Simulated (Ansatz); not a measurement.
Here is an Ansatz 0.2.0 calculation.

Contents of input.yaml:

```yaml
crystal:
  lattice:
    - [4.3, 0.0, 0.0]
    - [-2.15, 3.7239092363, 0.0]
    - [0.0, 0.0, 7.02]
  atoms:
    - { symbol: Cd, position: [0.6666666667, 0.3333333333, 0.5] }
    - { symbol: Cd, position: [0.3333333333, 0.6666666667, 0.0] }
    - { symbol: Se, position: [0.6666666667, 0.3333333333, 0.885] }
    - { symbol: Se, position: [0.3333333333, 0.6666666667, 0.385] }
hamiltonian:
  xc: pbe
  pseudopotentials: { kind: paw }
kpoints:
  mp_grid: { grid: [7, 7, 4] }
scf:
  occupations: { method: gaussian, width: 0.023 }
output:
  forces: true
  stress: true
  eigenvalues: true
  write_density: true
  write_potential: true
  elf: true
  volumetric_format: npy
```

Potentials or basis: Ansatz PAW.

Launch:

```bash
$ ansatz run input.yaml --threads 2 --pin off --max-ram 5632MiB --backend cpu --events-out ev --progress --plain --runs-dir out
```

Q: Predict the largest force.

A: 0.282 eV/Å.

Q: What does it give for the pressure?

A: 3.0 GPa.

Q: Predict the band gap on the k mesh.

A: 0.70 eV, direct.

Stress tensor (GPa, compression positive):
```
3.69 0.00 0.00
0.00 3.69 0.00
0.00 0.00 1.66
```

Caveat: odd divisions of the mesh miss points on the zone boundary, where band edges often lie, so the gap on the mesh can be too wide.

**The experiment to reproduce.**

From a printed reference work, data compilation, for a bulk crystal of CdSe at 2 K: band gap 1.841 eV.

A measured gap of CdSe is 1.841 eV (2 K; a printed reference work, data compilation); the calculated 0.70 eV misses it by -1.14 eV. So large a miss can be the level of theory's own, or it may mean another phase, state or a wrong row. Spin-orbit coupling on Cd, Se is left out. The value is that of PBE, without temperature or zero-point motion. Semilocal functionals fall short of measured gaps as a rule.
